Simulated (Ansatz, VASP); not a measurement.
## Two plane-wave programs on Si

```
Si
1.0
     0.00000    2.19664    2.19664
     2.19664    0.00000    2.19664
     2.19664    2.19664    0.00000
Si
1
Direct
  0.00000 0.00000 0.00000
```

Alike in both runs: task single point; functional PBE; k mesh 8 × 8 × 8; occupations gaussian, width 0.1 eV; no spin polarisation.

|  | VASP | Ansatz |
| --- | --- | --- |
| version | VASP 6.6.1 | Ansatz 0.2.0 |
| potentials or method | VASP PAW PBE potentials, release 64 (Si) | scalar-relativistic, plane waves, PAW |
| plane-wave cutoff (eV) | 520 | 420 |
| valence electrons in the cell | 4 | 4 |

```tsv
	VASP	Ansatz	Ansatz less VASP
gap on the k mesh at the Fermi level (eV)	none	none	-
pressure (GPa)	-13.9	-13.9	-0.01
```

A gap of «none» marks a metal or a gap that the smearing closes.
